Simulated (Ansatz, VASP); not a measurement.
# Cross-check of SnH (Sn wire along [110], 8 atoms a period, H-terminated) between VASP and Ansatz

One calculation is typed for both programs; each brings its own data sets. How far apart do they land? The structure shown is the start of the Ansatz relaxation below; VASP solves that cell, so the two are compared at the walk's first step.

Program: Ansatz 0.2.0. Level of theory: plane waves, with VASP 6.6.1 beside it; single point at PBE. Results are calculated unless marked as measured.

## (1) The starting structure

The cell holds 16 atoms: 8 Sn and 8 H. Its edges and angles: a = 17.133 Å, b = 14.360 Å, c = 4.702 Å, α = 90.0°, β = 90.0°, γ = 90.0°. Vacuum lies along a and b. The structure's axis is c.

## (2) Ansatz: relaxation, PBE

Ansatz runs on its PAW soft_1 files.

The two programs are compared at the cell with which this relaxation starts, whose forces are those of its first step.

Input file input.yaml:

```yaml
crystal:
  lattice:
    - [17.133, 0.0, 0.0]
    - [0.0, 14.36, 0.0]
    - [0.0, 0.0, 4.7022600949]
  atoms:
    - { symbol: Sn, position: [0.354454151, 0.499999935, 0.0] }
    - { symbol: H, position: [0.392517364, 0.763231067, 0.0] }
    - { symbol: Sn, position: [0.451489113, 0.663727654, 0.0] }
    - { symbol: Sn, position: [0.451489113, 0.336272216, 0.0] }
    - { symbol: Sn, position: [0.742593998, 0.499999935, 0.0] }
    - { symbol: H, position: [0.801565747, 0.599503348, 0.0] }
    - { symbol: H, position: [0.801565747, 0.400496521, 0.0] }
    - { symbol: H, position: [0.198447441, 0.599503348, 0.5] }
    - { symbol: H, position: [0.198447441, 0.400496521, 0.5] }
    - { symbol: Sn, position: [0.257419189, 0.499999935, 0.5] }
    - { symbol: Sn, position: [0.548524075, 0.663727654, 0.5] }
    - { symbol: Sn, position: [0.548524075, 0.336272216, 0.5] }
    - { symbol: H, position: [0.607495823, 0.763231067, 0.5] }
    - { symbol: H, position: [0.607495823, 0.236768802, 0.5] }
    - { symbol: Sn, position: [0.645559036, 0.499999935, 0.5] }
    - { symbol: H, position: [0.392517364, 0.236768802, 0.0] }
kpoints:
  mp_grid: { grid: [1, 1, 18] }
scf:
  occupations: { method: fermi_dirac, width: 0.05 }
hamiltonian:
  xc: pbe
  pseudopotentials: { kind: paw, azcp: { folder: soft_1 } }
relax:
  cell: { fix: [a, b, alpha, beta, gamma] }
  max_steps: 45
  f_tol: 0.03
```

On the command line:

```
ansatz run input.yaml --threads 4 --pin off --max-ram 16384MiB --backend cpu --events-out ev --progress --plain --runs-dir out
```

Numbers of over 12 decimals in the logs are rounded to 6 here.

What it wrote:

```text
Engine: ansatz 0.2.0, aarch64-unknown-linux-gnu
Pseudopotentials: kind: paw
Pseudopotential: Sn, paw, valence charge 14, recommended cutoff 420 eV (normal), soft_1/Sn.paw.azcp
Pseudopotential: H, paw, valence charge 1, recommended cutoff 420 eV (normal), soft_1/H.paw.azcp
Functional definition: PBE
  parameter kappa = 0.804
  parameter beta = 0.066725
  exchange = pbe_x(kappa = kappa, mu = beta*pi^2/3)
  correlation = pbe_c(beta = beta)
Crystal: 16 atoms, lattice volume = 1156.896 Å³
Basis set: ecut = 420 eV, 22589 PW (Γ), exchange–correlation on 240×192×64 points (8 copies of the dense FFT grid, shifted against one another)
Bands: 76, of which v1, the nominal top of the filled ones, is band 60 counted from 1 (59 counted from 0)
Symmetry: 8 space group operations
Space group: Pmma (ITA 51), of the structure as read, at distance tolerance 1.0e-4 Å
k-points: 10 of 18
Non-local potential: Sn, projectors of the file, l = 0: 2, l = 1: 2, l = 2: 2, l = 3: 1
Non-local potential: H, projectors of the file, l = 0: 2, l = 1: 1
PAW form: soft (Blöchl's): semilocal exchange-correlation on the pseudo side does not see the compensation charge
PAW one-centre angular grid: Sn, 590 points (default); XC on 64 Gauss nodes
PAW one-centre angular grid: H, 110 points (default); XC on 64 Gauss nodes
Initial density: superposition of atomic densities (neutral atoms: chi_scale 0, normalization atom)
Initial wavefunctions: pseudopotential atomic-orbital guess
Functional: x = pbe(κ = 0.804, μ = 0.219515), c = pbe(β = 0.066725)
SCF iter   1: F=—  HF=-48320.038854 eV  |F-HF|=—  |Δ(HF+E_count)|=         —  Δρ=2.54e-2  dr2=7.75e0  ethr=3.10e-3  ⟨swp⟩=8.1  Hψ=3635  notcnv=0  defer=4
preconditioner: auto → Resta (q_TF=auto, 1.870 Å⁻¹)  ε∞=1.8  [insulator: Δε(μ)=0.941 eV  Ē_g=7.933 eV  σ=0.050 eV  W_gap=1.00  n_scr=128 (ndim 8)  ℏωp=6.9 eV  f_vac=0.606  D(μ)=0.00/eV (n_scr^D=0)  ε∞_Penn≈1.8  vacuum switching on, ρ_ref=4.6e-3 e/Å³]
SCF iter   2: F=—  HF=-48318.118430 eV  |F-HF|=—  |Δ(HF+E_count)|=    1.92e0  Δρ=9.31e-3  dr2=1.39e0  ethr=3.10e-3  ⟨swp⟩=3.7  Hψ=1229  notcnv=0  defer=85
SCF iter   3: F=—  HF=-48317.855324 eV  |F-HF|=—  |Δ(HF+E_count)|=   2.63e-1  Δρ=3.39e-3  dr2=4.19e-1  ethr=1.16e-3  ⟨swp⟩=3.9  Hψ=1188  notcnv=0  defer=86
SCF iter   4: F=—  HF=-48317.780871 eV  |F-HF|=—  |Δ(HF+E_count)|=   7.45e-2  Δρ=9.98e-4  dr2=2.04e-2  ethr=3.49e-4  ⟨swp⟩=4.3  Hψ=1104  notcnv=0  defer=86
SCF iter   5: F=—  HF=-48317.782728 eV  |F-HF|=—  |Δ(HF+E_count)|=   1.86e-3  Δρ=3.77e-4  dr2=2.67e-3  ethr=1.70e-5  ⟨swp⟩=2.0  Hψ=1082  notcnv=0  defer=86
SCF iter   6: F=—  HF=-48317.783204 eV  |F-HF|=—  |Δ(HF+E_count)|=   4.76e-4  Δρ=1.62e-4  dr2=4.29e-4  ethr=2.23e-6  ⟨swp⟩=2.0  Hψ=844  notcnv=0  defer=86
SCF iter   7: F=—  HF=-48317.783423 eV  |F-HF|=—  |Δ(HF+E_count)|=   2.19e-4  Δρ=4.39e-5  dr2=2.96e-5  ethr=3.57e-7  ⟨swp⟩=2.0  Hψ=874  notcnv=0  defer=86
SCF iter   8: F=—  HF=-48317.783437 eV  |F-HF|=—  |Δ(HF+E_count)|=   1.39e-5  Δρ=1.02e-5  dr2=1.82e-6  ethr=2.46e-8  ⟨swp⟩=2.3  Hψ=1117  notcnv=0  defer=86
SCF iter   9: F=—  HF=-48317.783441 eV  |F-HF|=—  |Δ(HF+E_count)|=   3.75e-6  Δρ=3.29e-6  dr2=1.56e-7  ethr=1.52e-9  ⟨swp⟩=3.0  Hψ=1423  notcnv=0  defer=86
SCF iter  10: F=-48317.783441 eV  HF=-48317.783441 eV  |F-HF|=9.72e-9  |Δ(HF+E_count)|=   3.88e-7  Δρ=8.58e-7  dr2=1.28e-8  ethr=8.33e-11  ⟨swp⟩=5.0  Hψ=2463  notcnv=0
SCF 1 converged in 10 iterations: F = -48317.783441 eV  dr2 = 1.28e-8
  greatest PAW one-centre occupation: 0.991 electrons in one spin orbital (limit 2), on the Sn atom at site 9 (counted from 0), in its partial waves of l = 2
relax step   1: F+E_penalty+E_count = -48317.78344104 eV  Δ(F+E_penalty+E_count) = +0.000e0 eV  max|allowed force component| = 1.998e-1 eV/Å  Δτ_max = 0.0000 Å  P = -0.378 GPa  Ω = 1156.896 Å³  fix = [a, b, alpha, beta, gamma]  reactions: a -0.389, b -0.500 GPa  (10 SCF iters, dr2 threshold 1.00e-7 eV, accepted)
[...]
relax step   3: F+E_penalty+E_count = -48317.85460367 eV  Δ(F+E_penalty+E_count) = -7.116e-2 eV  max|allowed force component| = 4.063e-2 eV/Å  Δτ_max = 0.0773 Å  P = -0.042 GPa  Ω = 1158.076 Å³  energy of the carried Pulay correction = -8.906e-5 eV  fix = [a, b, alpha, beta, gamma]  reactions: a -0.052, b -0.038 GPa  (11 SCF iters, accepted)
[...]
relax step   4: F+E_penalty+E_count = -48317.85592755 eV  Δ(F+E_penalty+E_count) = -1.324e-3 eV  max|allowed force component| = 1.942e-2 eV/Å  Δτ_max = 0.0106 Å  P = -0.007 GPa  Ω = 1157.198 Å³  energy of the carried Pulay correction = -2.275e-5 eV  fix = [a, b, alpha, beta, gamma]  reactions: a -0.006, b -0.006 GPa  (6 SCF iters, dr2 threshold 1.03e-7 eV, accepted)
[...]
relax step   5: F+E_penalty+E_count = -48317.85594937 eV  Δ(F+E_penalty+E_count) = -2.182e-5 eV  max|allowed force component| = 1.943e-2 eV/Å  Δτ_max = 0.0000 Å  P = -0.007 GPa  Ω = 1157.198 Å³  fix = [a, b, alpha, beta, gamma]  reactions: a -0.006, b -0.005 GPa  stress off target by 8.00e-3 GPa on what of the cell is left free  SCF on the basis re-selected at this cell (its energy is not comparable with the rows above)  (5 SCF iters)
basis re-selected at this cell: Δ(F+E_penalty+E_count) = -2.182e-5 eV, ΔP = +0.000 GPa vs the last step (what re-selecting the basis moved, of the pressure what is left beyond the Pulay correction that the steps carried, after the strain that the cell walked since its last selection, with what the two solves' SCF thresholds leave and, on support functions, any second-order correction that the steps lacked; it is no m [...]
SCF converged after 5 iterations
Free energy (F): -48317.855949 eV
Harris-Foulkes:  -48317.855949 eV  (|F-HF|=1.82e-9)
Internal energy: -48317.855949 eV  (E = F + TS)
E sigma→0 (E₀):  -48317.855949 eV
Entropy (-TS):   -0.000000 eV (-0.000 meV/atom)
Fermi energy:    -1.297008 eV
--- Per-component energies (eV) ---
  E_band       = -2062.714324
  E_kinetic    = 1443.067959
  E_local      = -41540.779721  (includes V_loc(G=0)·N_el)
  E_nonlocal   = 1163.671975
  E_hartree    = 20099.759231
  E_xc         = -1068.071297
  E_vxc        = -720.929020  (∫ρ·V_xc dr)
  E_paw        = -34967.896083  (= ΣΔE_a)
  E_vpaw       = -2607.257615  (= ΣTr[D̂ρ^β])
  E_aug_tail   = -0.004771  (compensation charges beyond the density's cutoff)
  E_ewald      = 6552.396758
  E_smearing   = -0.000000  (= −TS)
  E_closure    = 0.000000  (closes the sum)
  Σ components = -48317.855949   (vs F -48317.855949, Δ=0.00e0)
--- Forces (eV/Å), atoms counted from 1 ---
  atom   1  Sn     0.01685239     0.00000000    -0.00000000
  atom   2  H      0.00425205     0.00159073    -0.00000000
  atom   3  Sn    -0.01942950    -0.01164697     0.00000000
  atom   4  Sn    -0.01942950     0.01164697     0.00000000
  atom   5  Sn     0.00149001     0.00000000    -0.00000000
  atom   6  H     -0.00017341     0.00468252     0.00000000
  atom   7  H     -0.00017341    -0.00468252     0.00000000
  atom   8  H      0.00017341     0.00468252    -0.00000000
  atom   9  H      0.00017341    -0.00468252    -0.00000000
  atom  10  Sn    -0.00149001    -0.00000000     0.00000000
  atom  11  Sn     0.01942950    -0.01164697    -0.00000000
  atom  12  Sn     0.01942950     0.01164697    -0.00000000
  atom  13  H     -0.00425205     0.00159073     0.00000000
  atom  14  H     -0.00425205    -0.00159073     0.00000000
  atom  15  Sn    -0.01685239    -0.00000000     0.00000000
  atom  16  H      0.00425205    -0.00159073    -0.00000000
  max |Σ_I F_I| component: 3.25e-18 eV/Å
--- Stress (GPa, compression-positive) ---
       -0.006052      -0.000000       0.000000
       -0.000000      -0.005497      -0.000000
        0.000000      -0.000000      -0.007997
  P = ⅓ Tr σ = -0.0065 GPa (-0.065 kbar)
--- Relaxed structure (4 steps of the walk, 3 accepted, 1 SCFs on fresh bases) ---
  F+E_penalty+E_count = -48317.85594937 eV   max|allowed force component| = 1.943e-2 eV/Å   (the final SCF, on the basis selected at the relaxed cell)
  cell:  # Å, volume = 1157.1977 Å³
    - [17.133, 0, 0]
    - [0, 14.36, 0]
    - [0, 0, 4.703484]
  atoms:
    - { symbol: Sn, position: [0.354814, 0.500000, 0] }
    - { symbol: H, position: [0.394444, 0.758100, 0] }
    - { symbol: Sn, position: [0.453292, 0.659251, 0] }
    - { symbol: Sn, position: [0.453292, 0.340749, 0] }
    - { symbol: Sn, position: [0.738440, 0.500000, 0] }
    - { symbol: H, position: [0.799092, 0.596654, 0] }
    - { symbol: H, position: [0.799092, 0.403346, 0] }
    - { symbol: H, position: [0.200908, 0.596654, 0.5] }
    - { symbol: H, position: [0.200908, 0.403346, 0.5] }
    - { symbol: Sn, position: [0.261560, 0.500000, 0.5] }
    - { symbol: Sn, position: [0.546708, 0.659251, 0.5] }
    - { symbol: Sn, position: [0.546708, 0.340749, 0.5] }
    - { symbol: H, position: [0.605556, 0.758100, 0.5] }
    - { symbol: H, position: [0.605556, 0.241900, 0.5] }
    - { symbol: Sn, position: [0.645186, 0.500000, 0.5] }
    - { symbol: H, position: [0.394444, 0.241900, 0] }
```

[end of part 1 of 2]

[Lines on the potential files, build, host, timing and source positions are cut from VASP's logs without a mark.]

[Logs are printed without paths, hosts, clocks, repeated set-up lines and the standing remarks that a program may print on its own settings, such as how far it seeks lower states.]

[Hosts, paths, dates, database ids (printed as entryN), source tags and the programs' standing remarks are cut or masked in the printed files.]
